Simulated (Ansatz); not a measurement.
FeO:

```xyz
2
Lattice="-1.6021 1.6021 2.0834 1.6021 -1.6021 2.0834 1.6021 1.6021 -2.0834" Properties=species:S:1:pos:R:3 pbc="T T T"
Fe    0.0000    0.0000    0.0000
O     0.0000    0.0000    2.0834
```

The cell comes from a database or a generator and needn't be the stable form of this composition.

| Quantity | Value |
| --- | --- |
| Program | Ansatz 0.2.0 |
| Task | single point |
| Functional | PBE |
| Potentials or basis | all-electron LAPW, scalar-relativistic |
| Cutoff | 376 eV (chosen from the basis error) |
| Basis error allowed | 0.001 eV/atom |
| k mesh | 12 × 12 × 12 |
| Occupations | fermi-dirac, width 0.05 eV |
| Spin | collinear spin, ferromagnetic start |
| Starting moments | [3.0, 0.0] μB |

On this cell: pressure -8.8 GPa; largest force under 0.003 eV/Å; net moment 4.00 μB per cell; site moments Fe +3.60; O +0.31 μB; band gap on the k mesh none (metal or under the smearing width).

The same run follows on a disturbed copy (atoms moved at random, drawn with an rms of 0.05 Å):

```xyz
2
Lattice="-1.6021 1.6021 2.0834 1.6021 -1.6021 2.0834 1.6021 1.6021 -2.0834" Properties=species:S:1:pos:R:3 pbc="T T T"
Fe   -0.0004   -0.0122    0.0163
O     0.0234    0.0239    2.0687
```

Problem. What does the disturbed cell give?

Solution. The energy (extrapolated to zero smearing) moves by +1.5 meV/atom; pressure -8.6 GPa; largest force 0.169 eV/Å; net moment 4.00 μB per cell; site moments Fe +3.59; O +0.31 μB; band gap on the k mesh none (metal or under the smearing width).

Forces in eV/Å, atoms in the order of the input:
```
Fe   0.008  0.012 -0.169
O   -0.008 -0.012  0.169
```

Stress tensor (GPa, compression positive):
```
-10.17   0.12   0.04
  0.12 -10.19   0.06
  0.04   0.06  -5.37
```

Caveats: a cell with one magnetic atom can't hold antiferromagnetic order, which such compounds often take; semilocal functionals often make such compounds metallic where correlation or magnetic order opens a gap, which also shifts bond lengths.
